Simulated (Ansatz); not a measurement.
# TiO2: the cost of one run

Method: DFT PBEsol, scalar-relativistic, plane waves, PAW, in Ansatz 0.2.0.

4 further runs of the same task are left out: 4 set aside as unsound or not needed.

## (1) The system as given

The cell holds 29 atoms (O19Ti10): a = 7.639 Å, b = 7.639 Å, c = 7.639 Å, α = 102.54°, β = 113.04°, γ = 113.04°.

The coordinates of this cell stand in the input of its own run.

The host was relaxed before at PBEsol: a = 3.769 Å, b = 3.769 Å, c = 9.558 Å, α = 90.00°, β = 90.00°, γ = 90.00° (conventional cell), 11.314 Å³/atom.

Places, in fractions of the supercell: a vacancy on O at (0.100, 0.657, 0.357). Its neighbours start displaced at random by about 0.03 Å.

## (2) Band edges of the host over the zone

input.yaml reads:

```yaml
crystal:
  lattice:
    - [-1.8843961149, 1.8843961149, 4.7791527478]
    - [1.8843961149, -1.8843961149, 4.7791527478]
    - [1.8843961149, 1.8843961149, -4.7791527478]
  atoms:
    - { symbol: Ti, position: [0.0, 0.0, 0.0] }
    - { symbol: Ti, position: [0.75, 0.25, 0.5] }
    - { symbol: O, position: [0.957430442, 0.457430442, 0.5] }
    - { symbol: O, position: [0.207430442, 0.207430442, 0.0] }
    - { symbol: O, position: [0.542569558, 0.042569558, 0.5] }
    - { symbol: O, position: [0.792569558, 0.792569558, 0.0] }
basis:
  ecutwfc: 420
  xc_grid: 2
kpoints:
  mp_grid: { grid: [10, 10, 10] }
  band_path: { path: [VBM, CBM], npoints: 2 }
hamiltonian:
  xc: pbesol
scf:
  occupations: { method: gaussian, width: 0.02 }
output:
  forces: true
  stress: true
  eigenvalues: true
```

The run is started by

```
$ ansatz run input.yaml --threads 8 --pin off --max-ram 16384MiB --backend cpu --events-out ev --progress --plain --runs-dir out
```

What time and memory should one allow on 8 threads of Arm Neoverse V2, shared host?

About 2.1 s, with a peak of 0.43 GiB.
